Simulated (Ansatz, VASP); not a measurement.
BeSe in VASP and in Ansatz

INCAR

```
SYSTEM = BeSe
ALGO = Normal ; EDIFF = 1E-6
ENCUT = 520 ; ISIF = 2
ISMEAR = -1 ; LASPH = .TRUE.
LCHARG = .FALSE. ; LREAL = .FALSE.
LWAVE = .FALSE. ; NBANDS = 11
NELM = 80 ; PREC = Accurate
SIGMA = 0.05
```

KPOINTS

```
k-points
0
G
  14 14 14
  0 0 0
```

POSCAR

```
BeSe
1.0
    0.0000000000      2.5885384557      2.5885384557
    2.5885384557      0.0000000000      2.5885384557
    2.5885384557      2.5885384557      0.0000000000
Be Se
1 1
Direct
    0.0000000000      0.0000000000      0.0000000000
    0.2500000000      0.2500000000      0.2500000000
```

Input for Ansatz:

```yaml
crystal:
  lattice:
    - [0.0, 2.5885384557, 2.5885384557]
    - [2.5885384557, 0.0, 2.5885384557]
    - [2.5885384557, 2.5885384557, 0.0]
  atoms:
    - { symbol: Be, position: [0.0, 0.0, 0.0] }
    - { symbol: Se, position: [0.25, 0.25, 0.25] }
kpoints:
  mp_grid: { grid: [14, 14, 14] }
  band_path:
    path:
      - [0.0, 0.0, 0.0]
      - [-0.5, -0.5, 0.0]
      - [-0.375, -0.375, 0.25]
      - [-0.375, 0.0, 0.375]
      - [0.0, 0.0, 0.0]
      - [0.0, 0.0, 0.5]
      - [-0.5, -0.25, 0.25]
      - [-0.5, -0.5, 0.0]
    npoints: 5
scf:
  occupations: { method: fermi_dirac, width: 0.05 }
hamiltonian:
  xc: lda
  pseudopotentials: { kind: all_electron, lapw: { basis_error: 0.001 } }
output:
  forces: true
  stress: true
  eigenvalues: true
```

Alike in both runs: task single point; functional LDA; k mesh 14 × 14 × 14; occupations fermi-dirac, width 0.05 eV; no spin polarisation.

```csv
,VASP,Ansatz
version,VASP 6.6.1,Ansatz 0.2.0
potentials or method,"VASP PAW LDA potentials, release 64 (Be, Se)","all-electron LAPW, scalar-relativistic"
plane-wave cutoff (eV),520,see its input
```

Ansatz gave:

| Property | Result |
| --- | --- |
| gap on the k mesh at the Fermi level (eV) | 2.52 |
| pressure (GPa) | -4.2 |

**Question.** Which values does VASP return?

**Answer.** gap on the k mesh at the Fermi level (eV): 2.51; pressure (GPa): -4.0.

Ansatz ran all-electron here, so the differences hold the error of VASP's frozen core and of both bases.

A k mesh can miss the band edges. As with any semilocal functional, this LDA gap is likely too small.
